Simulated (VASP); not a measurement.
# Cs2AgBiBr6 (Fm-3m) in VASP: settings compared

Aim: see how the results for Cs2AgBiBr6 move with the level of theory and the settings. Levels: AM05, PW91, optB88-vdW, PBE. Tasks: relaxation of cell and atoms.

All numbers are computed with VASP 6.6.1; they aren't measurements. Logs are shortened: lines on timing, memory, paths and dates and some standing lists are left out, and cuts for length are marked.

## Step 1: The crystal as given

It takes space group Fm-3m (No. 225, cubic). Conventional cell: a = 11.232 Å, b = 11.232 Å, c = 11.232 Å, α = 90.00°, β = 90.00°, γ = 90.00°. Bi (site symmetry m-3m) is surrounded by 6 Br at 2.81 Å. Cs (site symmetry -43m) is surrounded by 12 Br at 3.97 Å. Around Ag (site symmetry m-3m) lie 6 Br at 2.80 Å. Br (site symmetry 4mm) has 1 Ag at 2.80 Å and 1 Bi at 2.81 Å as nearest neighbours.

## Step 2: Relaxation of cell and atoms, AM05

Contents of INCAR:

```
SYSTEM = Cs2AgBiBr6
PREC = Accurate
ENCUT = 600
EDIFF = 1E-6
ISMEAR = -1
SIGMA = 0.05
LREAL = .False.
LASPH = .True.
NELM = 60
ALGO = Fast
ISIF = 3
LWAVE = .False.
LCHARG = .False.
GGA = AM
IBRION = 2
NSW = 40
EDIFFG = -0.005
```

Contents of KPOINTS:

```
Automatic mesh
0
Gamma
  3 3 3
  0 0 0
```

Contents of POSCAR:

```
Cs2AgBiBr6
1.0
    0.0000000000      5.6161000000      5.6161000000
    5.6161000000      0.0000000000      5.6161000000
    5.6161000000      5.6161000000      0.0000000000
Bi Cs Ag Br
1 2 1 6
Direct
    0.0000000000      0.0000000000      0.0000000000
    0.7500000000      0.7500000000      0.7500000000
    0.2500000000      0.2500000000      0.2500000000
    0.5000000000      0.5000000000      0.5000000000
    0.7494500000      0.7494500000      0.2505500000
    0.2505500000      0.2505500000      0.7494500000
    0.7494500000      0.2505500000      0.2505500000
    0.7494500000      0.2505500000      0.7494500000
    0.2505500000      0.7494500000      0.7494500000
    0.2505500000      0.7494500000      0.2505500000
```

Potentials or basis: VASP PAW PBE potentials, release 64 (Bi_d, Cs_sv, Ag, Br).

Run with:

```sh
$ cat potpaw_PBE.64/Bi_d/POTCAR potpaw_PBE.64/Cs_sv/POTCAR potpaw_PBE.64/Ag/POTCAR potpaw_PBE.64/Br/POTCAR > POTCAR
$ mpirun -np 1 vasp_std > vasp.out
```

OUTCAR:

```text
SYSTEM = Cs2AgBiBr6
   PREC = Accurate
   ENCUT = 600
   EDIFF = 1E-6
   ISMEAR = -1
   LREAL = .False.
   LASPH = .True.
   NELM = 60
   ISIF = 3
   GGA = AM
   IBRION = 2
   NSW = 40
   EDIFFG = -0.005

 ion  position               nearest neighbor table
   1  0.000  0.000  0.000-   5 2.81   6 2.81   7 2.81   8 2.81   9 2.81  10 2.81
   2  0.750  0.750  0.750-
   3  0.250  0.250  0.250-
   4  0.500  0.500  0.500-   5 2.80   6 2.80   7 2.80   8 2.80   9 2.80  10 2.80
   5  0.749  0.749  0.251-   4 2.80   1 2.81
   6  0.251  0.251  0.749-   4 2.80   1 2.81
   7  0.749  0.251  0.251-   4 2.80   1 2.81
   8  0.749  0.251  0.749-   4 2.80   1 2.81
   9  0.251  0.749  0.749-   4 2.80   1 2.81
  10  0.251  0.749  0.251-   4 2.80   1 2.81

  LATTYP: Found a face centered cubic cell.
 ALAT       =    11.2322000000

  Lattice vectors:

 A1 = (   0.0000000000,   5.6161000000,   5.6161000000)
 A2 = (   5.6161000000,   0.0000000000,   5.6161000000)
 A3 = (   5.6161000000,   5.6161000000,   0.0000000000)

Analysis of symmetry for initial positions (statically):
=====================================================================
 Subroutine PRICEL returns:
 Original cell was already a primitive cell.

 Routine SETGRP: Setting up the symmetry group for a
 face centered cubic supercell.

 Subroutine GETGRP returns: Found 48 space group operations
 (whereof 48 operations were pure point group operations)
 out of a pool of 48 trial point group operations.

The static configuration has the point symmetry O_h .

Analysis of symmetry for dynamics (positions and initial velocities):
=====================================================================
 Subroutine PRICEL returns:
 Original cell was already a primitive cell.

 Routine SETGRP: Setting up the symmetry group for a
 face centered cubic supercell.

 Subroutine GETGRP returns: Found 48 space group operations
 (whereof 48 operations were pure point group operations)
 out of a pool of 48 trial point group operations.

The dynamic configuration has the point symmetry O_h .

 Subroutine INISYM returns: Found 48 space group operations
 (whereof 48 operations are pure point group operations),
 and found     1 'primitive' translations

----------------------------------------------------------------------------------------

                                     Primitive cell

  volume of cell :     354.2701

  direct lattice vectors                    reciprocal lattice vectors
     0.000000000  5.616100000  5.616100000    -0.089029754  0.089029754  0.089029754
     5.616100000  0.000000000  5.616100000     0.089029754 -0.089029754  0.089029754
     5.616100000  5.616100000  0.000000000     0.089029754  0.089029754 -0.089029754

  length of vectors
     7.942364788  7.942364788  7.942364788     0.154204057  0.154204057  0.154204057

  position of ions in fractional coordinates (direct lattice)
     0.000000000  0.000000000  0.000000000
     0.750000000  0.750000000  0.750000000
     0.250000000  0.250000000  0.250000000
     0.500000000  0.500000000  0.500000000
     0.749450000  0.749450000  0.250550000
     0.250550000  0.250550000  0.749450000
     0.749450000  0.250550000  0.250550000
     0.749450000  0.250550000  0.749450000
     0.250550000  0.749450000  0.749450000
     0.250550000  0.749450000  0.250550000

  ion indices of the primitive-cell ions
   primitive index   ion index
                 1           1
                 2           2
                 3           3
                 4           4
                 5           5
                 6           6
                 7           7
                 8           8
                 9           9
                10          10

----------------------------------------------------------------------------------------

 KPOINTS: Automatic mesh

Automatic generation of k-mesh.
 Grid dimensions read from file:
 generate k-points for:    3    3    3

 Generating k-lattice:

  Cartesian coordinates                     Fractional coordinates (reciprocal lattice)
    -0.029676585  0.029676585  0.029676585     0.333333333  0.000000000  0.000000000
     0.029676585 -0.029676585  0.029676585     0.000000000  0.333333333  0.000000000
     0.029676585  0.029676585 -0.029676585     0.000000000  0.000000000  0.333333333

  Length of vectors
     0.051401352  0.051401352  0.051401352

  Shift w.r.t. Gamma in fractional coordinates (k-lattice)
     0.000000000  0.000000000  0.000000000

 Subroutine IBZKPT returns following result:
 ===========================================

 Found      4 irreducible k-points:

 Following reciprocal coordinates:
            Coordinates               Weight
  0.000000  0.000000  0.000000      1.000000
  0.333333  0.000000  0.000000      8.000000
  0.333333  0.333333  0.000000      6.000000
 -0.333333  0.333333  0.000000     12.000000
   k-points           NKPTS =      4   k-points in BZ     NKDIM =      4   number of bands    NBANDS=     51
   number of dos      NEDOS =    301   number of ions     NIONS =     10
   total plane-waves  NPLWV = 262144
   dimension x,y,z NGX =    64 NGY =   64 NGZ =   64
   dimension x,y,z NGXF=   128 NGYF=  128 NGZF=  128
   ions per type =               1   2   1   6
   NGX,Y,Z   is equivalent  to a cutoff of  13.40, 13.40, 13.40 a.u.
   NGXF,Y,Z  is equivalent  to a cutoff of  26.79, 26.79, 26.79 a.u.
 SYSTEM =  Cs2AgBiBr6
   PREC   = accura    normal or accurate (medium, high low for compatibility)
   ISTART =      0    job   : 0-new  1-cont  2-samecut
   ICHARG =      2    charge: 1-file 2-atom 10-const
   ISPIN  =      1    spin polarized calculation?
   LNONCOLLINEAR =      F non collinear calculations
   LSORBIT =      F    spin-orbit coupling
   LASPH  =      T    aspherical Exc in radial PAW
   ENCUT  =  600.0 eV  44.10 Ry    6.64 a.u.  15.86 15.86 15.86*2*pi/ulx,y,z
   NELM   =     60;   NELMIN=  2; NELMDL= -5     # of ELM steps
   EDIFF  = 0.1E-05   stopping-criterion for ELM
   LREAL  =      F    real-space projection
   EDIFFG = -.5E-02   stopping-criterion for IOM
   NSW    =     40    number of steps for IOM
   IBRION =      2    ionic relax: 0-MD 1-quasi-New 2-CG
   NFREE  =      1    steps in history (QN), initial steepest desc. (CG)
   ISIF   =      3    stress and relaxation
   ISYM   =      2    0-nonsym 1-usesym 2-fastsym
   POTIM  = 0.5000    time-step for ionic-motion
   TEBEG  =    0.0;   TEEND  =   0.0 temperature during run
   PSTRESS=    0.0 pullay stress
   NELECT =      86.0000    total number of electrons
   NUPDOWN=      -1.0000    fix difference up-down
   EMIN   =  10.00;   EMAX   =-10.00  energy-range for DOS
   EFERMI =   0.00;   METHOD = LEGACY
   ISMEAR =    -1;   SIGMA  =   0.05  broadening in eV -4-tet -1-fermi 0-gaus
   EFERMI_NEDOS =   21; number of points for ismear=-14 and -15
   IALGO  =     68    algorithm
   IMIX   =      4    mixing-type and parameters
     AMIX     =   0.40;   BMIX     =  1.00
     AMIX_MAG =   1.60;   BMIX_MAG =  1.00
  volume/ion in A,a.u.               =      35.43       239.07
  Fermi-wavevector in a.u.,A,eV,Ry     =   1.021244  1.929871 14.190049  1.042939
  Thomas-Fermi vector in A             =   2.154858
   LORBIT       =      0    0 simple, 1 ext, 2 COOP (PROOUT), +10 PAW based schemes
   GGA     = AM    functional components
   LHFCALC =     F    Hartree Fock is set to
   AEXX    =    0.0000 exact exchange contribution
   IVDW    =     0    specifies the selected vdW correction
   LEPSILON=     F    determine dielectric tensor
   LRPA    =     F    only Hartree local field effects (RPA)
 conjugate gradient relaxation of ions
 non-spin polarized calculation
 RMM-DIIS sequential band-by-band and
  energy-cutoff  :      600.00
  volume of cell :      354.27
 maximum number of plane-waves:     11862
   NGX = 31   NGY = 31   NGZ = 31

--------------------------------------- Ionic step        1  -------------------------------------------

 number of electron      85.9999996 magnetization

 Free energy of the ion-electron system (eV)
  ---------------------------------------------------
  ext. energy  EPLUGINS =         0.00000000
  ---------------------------------------------------
  free energy    TOTEN  =       -29.64861427 eV

  energy without entropy =      -29.64861426  energy(sigma->0) =      -29.64861426

------------------------ aborting loop because EDIFF is reached ----------------------------------------

  FORCE on cell =-STRESS in cart. coord.  units (eV):
  Direction    XX          YY          ZZ          XY          YZ          ZX
  --------------------------------------------------------------------------------------
  -------------------------------------------------------------------------------------
  Total        1.6823172      1.6823172      1.6823172     -0.0000000     -0.0000000      0.0000000
  in kB        7.6082360      7.6082360      7.6082360     -0.0000000     -0.0000000      0.0000000
  external PRESSURE =       7.6082360 kB  Pullay stress =       0.0000000 kB
[... 161 lines left out ...]
  energy  without entropy=      -29.6832705046  energy(sigma->0) =      -29.68327051

--------------------------------------- Ionic step        5  -------------------------------------------

 number of electron      86.0000000 magnetization

 Free energy of the ion-electron system (eV)
  ---------------------------------------------------
  ext. energy  EPLUGINS =         0.00000000
  ---------------------------------------------------
  free energy    TOTEN  =       -29.68416631 eV

  energy without entropy =      -29.68416629  energy(sigma->0) =      -29.68416630

 E-fermi :   1.7313     XC(G=0):  -8.0628

 val. band max:        0.8093318816   @ k =  -0.3333   0.3333   0.0000
 cond. band min:       2.6318319316   @ k =   0.3333   0.0000   0.0000
 fundamental gap:      1.8225000500
 Fermi energy:         1.7313232582

 k-point     1 :       0.0000    0.0000    0.0000
  band No.  band energies     occupation
      1     -21.8890      2.00000
      2     -21.8890      2.00000
      3     -21.8609      2.00000
      4     -21.8609      2.00000
      5     -21.8609      2.00000
      6     -19.5778      2.00000
[... 242 lines left out ...]
  FREE ENERGIE OF THE ION-ELECTRON SYSTEM (eV)
  ---------------------------------------------------
  free  energy   TOTEN  =       -29.6841663089 eV

  energy  without entropy=      -29.6841662917  energy(sigma->0) =      -29.68416630

 reached required accuracy - stopping structural energy minimisation
```

Run time: 11 min. Hardware: 1 thread of Intel Xeon 6975P-C (Granite Rapids), shared host; peak memory 0.68 GiB.

Results:

```yaml
Free_energy: -29.6842 eV
Relaxed_volume: 36.16 Å³/atom
Relaxed_cell: a = 7.997 Å, b = 7.997 Å, c = 7.997 Å, α = 60.00°, β = 60.00°, γ = 60.00°
Space_group_after_relaxing_to_0.05_Å: Fm-3m (No. 225)
Energy_gained_by_relaxing: 3.6 meV/atom
Ionic_steps: 5
Pressure_after_relaxing: 0.0 GPa
Band_gap_on_the_k_mesh: 1.82 eV, indirect (least direct gap 2.45 eV)
```

The path:
```tsv
step	energy change (eV)	largest force (eV/Å)	pressure (GPa)	volume (Å³)
1	0.0000	0.2651	0.76	354.27
2	-0.0332	0.0747	0.01	362.97
3	-0.0336	0.0543	-0.07	363.98
4	-0.0347	0.0372	-0.05	363.25
5	-0.0356	0.0015	0.01	361.64
```

Final structure:
```
Bi Cs Ag Br
1.0
     0.00000    5.65479    5.65479
     5.65479    0.00000    5.65479
     5.65479    5.65479    0.00000
Bi Cs Ag Br
1 2 1 6
Direct
  0.00000 0.00000 0.00000
  0.75000 0.75000 0.75000
  0.25000 0.25000 0.25000
  0.50000 0.50000 0.50000
  0.74735 0.74735 0.25265
  0.25265 0.25265 0.74735
  0.74735 0.25265 0.25265
  0.74735 0.25265 0.74735
  0.25265 0.74735 0.74735
  0.25265 0.74735 0.25265
```

Caveat: the PAW data sets were made with another functional, which shifts forces and pressure a little; spin-orbit coupling is left out, which as a rule narrows the gap of such compounds by several tenths of an eV; an odd mesh through Γ misses points on the zone boundary, where band edges often lie. Zero-point motion and thermal expansion aren't in these numbers.

## Step 3: Relaxation of cell and atoms, PW91

Changes to INCAR since step 2:

```diff
@@ -13,3 +13,3 @@
 LCHARG = .False.
-GGA = AM
+GGA = 91
 IBRION = 2
```

KPOINTS is that of step 2.

POSCAR is that of step 2.

Potentials or basis: VASP PAW PBE potentials, release 64 (Bi_d, Cs_sv, Ag, Br).

Run with:

```sh
$ cat potpaw_PBE.64/Bi_d/POTCAR potpaw_PBE.64/Cs_sv/POTCAR potpaw_PBE.64/Ag/POTCAR potpaw_PBE.64/Br/POTCAR > POTCAR
$ mpirun -np 1 vasp_std > vasp.out
```

It took 6.6 min on 1 thread of Intel Xeon 6975P-C (Granite Rapids), shared host; peak memory 0.69 GiB.

The run converged. Its results:

```yaml
Free_energy: -29.8841 eV
Relaxed_volume: 37.69 Å³/atom
Relaxed_cell: a = 8.108 Å, b = 8.108 Å, c = 8.108 Å, α = 60.00°, β = 60.00°, γ = 60.00°
Space_group_after_relaxing_to_0.05_Å: Fm-3m (No. 225)
Energy_gained_by_relaxing: 13.1 meV/atom
Ionic_steps: 7
Pressure_after_relaxing: 0.0 GPa
Band_gap_on_the_k_mesh: 1.89 eV, indirect (least direct gap 2.46 eV)
```

Step by step:
```csv
step,energy change (eV),largest force (eV/Å),pressure (GPa),volume (Å³)
1,0.0000,0.3110,1.81,354.27
2,-0.1304,0.0080,0.08,375.21
3,-0.1307,0.0207,0.01,376.19
4,-0.1306,0.0150,0.04,375.75
5,-0.1307,0.0091,0.04,375.93
6,-0.1309,0.0054,0.02,376.39
7,-0.1309,0.0011,-0.01,376.87
```

Final structure:
```yaml
crystal:
  lattice:
    - [0.00000, 5.73304, 5.73304]
    - [5.73304, 0.00000, 5.73304]
    - [5.73304, 5.73304, 0.00000]
  atoms:
    - { symbol: Bi, position: [0.00000, 0.00000, 0.00000] }
    - { symbol: Cs, position: [0.75000, 0.75000, 0.75000] }
    - { symbol: Cs, position: [0.25000, 0.25000, 0.25000] }
    - { symbol: Ag, position: [0.50000, 0.50000, 0.50000] }
    - { symbol: Br, position: [0.74834, 0.74834, 0.25166] }
    - { symbol: Br, position: [0.25166, 0.25166, 0.74833] }
    - { symbol: Br, position: [0.74833, 0.25166, 0.25166] }
    - { symbol: Br, position: [0.74834, 0.25166, 0.74834] }
    - { symbol: Br, position: [0.25166, 0.74834, 0.74834] }
    - { symbol: Br, position: [0.25166, 0.74833, 0.25166] }
```

Levels at points of the mesh, in eV from the valence-band top:
```tsv
k point	band 39	band 40	band 41	band 42	band 43	band 44	band 45	band 46	band 47	band 48
(0.00, 0.00, 0.00)	-0.66	-0.66	-0.66	-0.23	-0.23	2.64	2.64	2.64	4.06	5.14
```

Caveat: the PAW data sets were made with another functional, which shifts forces and pressure a little; spin-orbit coupling is left out, which as a rule narrows the gap of such compounds by several tenths of an eV; an odd mesh through Γ misses points on the zone boundary, where band edges often lie.

(Continued in part 2 of 3.)
